When a change in the volume of an InSb crystal has to be converted into a pressure, two choices must be made. One is whether a single bulk modulus will do. The other is whether the curve must be cut in two where the calculation loses its band gap. The PBE results below bear on both.

Ansatz 0.2.0, all-electron LAPW with the PBE functional, scalar-relativistic and not spin-polarised, for zinc-blende InSb at fixed volumes. All runs use a 10×10×10 k mesh, Fermi–Dirac smearing of 0.03 eV and a basis error target of 0.25 meV/atom. Pressure is positive in compression; the energy is the free energy less that of spherical, unpolarised free atoms.

```
volume (Å³/atom)  shortest distance (Å)  pressure (GPa)  energy less free atoms (eV/atom)
          31.945                  2.748           6.783                            -3.378
          31.962                  2.748           6.747                            -3.379
          32.624                  2.767           5.440                            -3.404
          33.304                  2.786           4.239                            -3.424
          33.644                  2.796           3.681                            -3.433
          33.984                  2.805           3.152                            -3.440
          34.324                  2.814           2.652                            -3.446
          34.664                  2.824           2.178                            -3.451
          35.343                  2.842           1.304                            -3.458
          36.023                  2.860           0.521                            -3.462
```

**How large the effect is**

The pressure falls as the crystal expands, but by less and less for the same relative expansion. A useful measure is the stiffness B, the fall in pressure from one row to the next divided by the rise in the logarithm of the volume. It drops from 64 GPa near the compressed end to 41 GPa at the expanded end. (The two densest rows lie too close together for their rounded values to give a slope, so the step between them is left out.)

A constant B is therefore a poor choice. From 36.023 to 31.945 Å³/atom the logarithm of the volume changes by 0.12. With B = 41 GPa the pressure should rise by 41 × 0.12 = 4.9 GPa, whereas the table gives 6.783 − 0.521 = 6.3 GPa. The constant value misses about a fifth of the rise.

**The tempting explanation: the gap closes**

The same calculations offer a suspect. The three densest cells have a small gap, 0.17 eV at most, and the other seven have none. At the centre of the Brillouin zone a single level, the s-like antibonding bottom of the conduction band, sinks on expansion relative to the threefold p-like top of the valence band. At 32.624 Å³/atom it lies 0.05 eV above that top, at 34.664 Å³/atom 0.30 eV below it. It is natural to suppose that a semiconductor turning into a semimetal loses bond strength and goes soft.

If that were the main cause, the softening should be concentrated where the gap closes and fade afterwards. It does neither. Of the total fall in B of 23 GPa, 14 GPa occurs in steps between cells that have no gap at either end. The step that contains the closure is only about 0.4 GPa softer than a straight line between its two neighbours would have it, less than 1 % of its stiffness. A dip of about this size is expected from the finite mesh: the zone centre is one of its 1000 points, and there electrons move from the threefold level into the single one as the two cross.

The reason is probably one of numbers. The levels change order only in a small region around the zone centre, while the pressure comes from the valence electrons of the whole zone. A gap can vanish without the bonds noticing much.

The closure itself shouldn't be carried over to real InSb, which has a gap of roughly 0.2 eV near 34 Å³/atom, where PBE gives none. PBE makes gaps too small, and the missing spin–orbit coupling, which raises the valence top, would close even the three small gaps found here.

**Two explanations without a gap**

What remains is a balance between a repulsion and an attraction, in which the repulsion fades faster as the atoms move apart. Expansion then removes first the term that makes the crystal stiff. The question is how steep the two terms are, and two simple pictures give different answers.

In the first, the valence electrons form a nearly free gas. Squeezing them raises their kinetic energy as V^(−2/3), where V is the volume per atom, while their Coulomb attraction to the ions grows only as V^(−1/3). The pressure is minus the slope of the energy, so its two terms go as V^(−5/3) and V^(−4/3).

In the second, electrons hop between neighbours at distance d and form bonds. The hopping strength between s and p orbitals goes roughly as 1/d², and so does the bond energy. The orbitals also overlap, and keeping them orthogonal costs an energy that goes as the square of the hopping, 1/d⁴. Since V grows as d³, the attractive pressure goes as V^(−5/3) and the repulsive one as V^(−7/3).

A short calculation shows what the exponents do. Let V₀ be the volume at zero pressure, y = V₀/V, and P = a(yᵐ − yⁿ). Then

B = a(m yᵐ − n yⁿ).

At y = 1 this is a(m − n), and it grows with ln y at the rate a(m² − n²). The stiffness gained per unit of pressure is the ratio of the two, m + n. That makes 3 for the electron gas and 4 for the bonds, and somewhat less in both once the crystal is under pressure. The table gives 4.4 on average between its first usable step and its last, which favours the bonds. Only the sum of the exponents counts here, so this isn't evidence for the steeper repulsion alone.

**A test on cells that were left out**

Each picture has two free constants. They were set by least squares on the pressures of the seven cells without a gap, and the three cells with a gap were then predicted. For the bonds the result, with V in Å³/atom and P in GPa, is

P = 69.23 (33.78/V)^(7/3) − 65.77 (33.78/V)^(5/3),

where 33.78 is merely the mean volume of the ten rows. At 31.945 Å³/atom this gives 78.9 − 72.2 = 6.7 GPa, against 6.8 GPa in the table. The two large terms nearly cancel, so neither should be read as a measured bond strength or repulsion.

At that densest cell the bond picture is too low by 0.09 GPa and the electron gas by 0.24 GPa. The bonds win, but they don't account for everything: they reproduce 19 GPa of the 23 GPa fall in stiffness, the gas 14 GPa. The shortfall already appears among the cells without a gap, so the closure isn't needed to explain it. A repulsion still steeper than 1/d⁴ would act in the right direction, and so would a steeper attraction. These pressures can't tell which of the two is missing. Nor does the good fit prove the bond picture, because the same formula, known as the second-order Birch–Murnaghan equation, also follows from elasticity without any mention of bonds.

**What to do**

Use one smooth equation of state across the whole range, with no cut at the closure. Count volume changes from the computed zero-pressure volume and not from the measured one: PBE still gives 3.2 GPa at 33.984 Å³/atom, close to the real crystal's volume at rest. The bond formula puts zero pressure near 36.5 Å³/atom, slightly beyond the last row.

For a quick estimate, start from 41 GPa at a pressure of 0.9 GPa and add 4.4 GPa of stiffness for each further GPa. This line through the two end steps meets the steps between them to within about 0.6 GPa. It describes InSb as PBE sees it, with bonds that are too long, and the real crystal is expected to be stiffer at the same pressure. It also holds for the zinc-blende structure only, which real InSb abandons at a few GPa, so the upper part of the table describes a crystal that would already have changed its structure.
